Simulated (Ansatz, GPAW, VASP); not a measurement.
Pb: programs and potentials compared

```
Pb
1.0
     0.00000    2.47502    2.47502
     2.47502    0.00000    2.47502
     2.47502    2.47502    0.00000
Pb
1
Direct
  0.00000 0.00000 0.00000
```

Alike in all runs: task single point; functional PBE; k mesh 9 × 9 × 9; occupations gaussian, width 0.019 eV; no spin polarisation; no spin-orbit coupling. Pressure is positive in compression and, in plane waves, holds the error of the finite cutoff.

| program and potentials | plane-wave cutoff (eV) | notes | pressure (GPa) |
| --- | --- | --- | --- |
| VASP, PBE PAW files Pb_d, 520 eV | 520 | - | 2.17 |
| Ansatz, all-electron LAPW, scalar-relativistic | - | - | 2.26 |
| GPAW, GPAW PAW data sets (gpaw-data 1.2.1) | 600 | - | 2.00 |

The pressure spans 2.00 (GPAW, GPAW PAW data sets (gpaw-data 1.2.1)) to 2.26 GPa (Ansatz, all-electron LAPW, scalar-relativistic), with all-electron results at 2.26.

The functional is the same throughout but for its coding, so the spread measures potentials, basis and numerics; runs on potential files found faulty are left out.
